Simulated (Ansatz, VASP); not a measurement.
**Pt in VASP and in Ansatz**

```
Pt
1.0
     2.76067    0.00000    0.00000
    -1.38033    2.39081    0.00000
     0.00000    0.00000    4.79213
Pt
2
Direct
  0.66667 0.33333 0.75000
  0.33333 0.66667 0.25000
```

This isn't the form of Pt at room conditions, which is fcc.

Alike in both runs: task relaxation of cell and atoms; functional PBE; k mesh 18 × 18 × 10; occupations gaussian, width 0.1 eV; no spin polarisation.

|  | VASP | Ansatz |
| --- | --- | --- |
| version | VASP 6.6.1 | Ansatz 0.2.0 |
| potentials or method | VASP PAW PBE potentials, release 64 (Pt) | scalar-relativistic, plane waves, PAW |
| plane-wave cutoff (eV) | 600 | 420 |
| valence electrons in the cell | 20 | 36 |

```csv
,VASP,Ansatz,Ansatz less VASP
"gap on the k mesh at the Fermi level, each at its own relaxed structure (eV)",none,none,-
relaxed volume (Å³/atom),15.73,15.75,+0.028
relaxed cell length with the largest relative difference (Å),4.775,4.781,+0.0063
```

A gap of «none» marks a metal or a gap that the smearing closes. The two sets of potentials don't hold the same shells in valence.

Spin-orbit coupling is left out, which matters for the levels of Pt.
